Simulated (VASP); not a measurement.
TiO:

```
Ti O
1.0
     4.08667    0.00000    0.00000
     0.00000    4.08667    0.00000
     0.00000    0.00000    4.08667
Ti O
3 3
Direct
  0.50000 0.50000 0.00000
  0.00000 0.50000 0.50000
  0.50000 0.00000 0.50000
  0.00000 0.50000 0.00000
  0.50000 0.00000 0.00000
  0.00000 0.00000 0.50000
```

The cell comes from a database or a generator and needn't be the stable form of this composition.

* Program: VASP 6.6.1
* Task: relaxation of cell and atoms
* Functional: PBEsol
* Potentials or basis: VASP PAW PBE potentials, release 64 (Ti_sv, O)
* Cutoff: 600 eV
* k mesh: 10 × 10 × 10
* Occupations: gaussian, width 0.1 eV
* Spin: no spin polarisation

At the start: pressure -7.8 GPa; volume 11.38 Å³/atom.

**Question.** How do energy, volume and symmetry change on relaxing?

**Answer.** Over 6 steps the energy falls by 10.7 meV/atom and the volume is 10.95 Å³/atom (-3.7 %); space group Pm-3m (No. 221, to 0.05 Å).

The path:
```
step  energy change (eV)  largest force (eV/Å)  pressure (GPa)  volume (Å³)
   1              0.0000                0.0000           -7.81        68.25
   2              0.0252                0.0000           10.66        62.92
   3             -0.0642                0.0000           -0.08        65.73
   4             -0.0642                0.0000            0.10        65.68
   5             -0.0642                0.0000           -0.08        65.74
   6             -0.0642                0.0000            0.00        65.71
```

Final structure:
```
CELL_PARAMETERS angstrom
4.03529 0.00000 0.00000
0.00000 4.03529 0.00000
0.00000 0.00000 4.03529
ATOMIC_POSITIONS crystal
Ti 0.50000 0.50000 0.00000
Ti 0.00000 0.50000 0.50000
Ti 0.50000 0.00000 0.50000
O 0.00000 0.50000 0.00000
O 0.50000 0.00000 0.00000
O 0.00000 0.00000 0.50000
```

Caveat: the PAW data sets were made with another functional, which shifts forces and pressure a little.
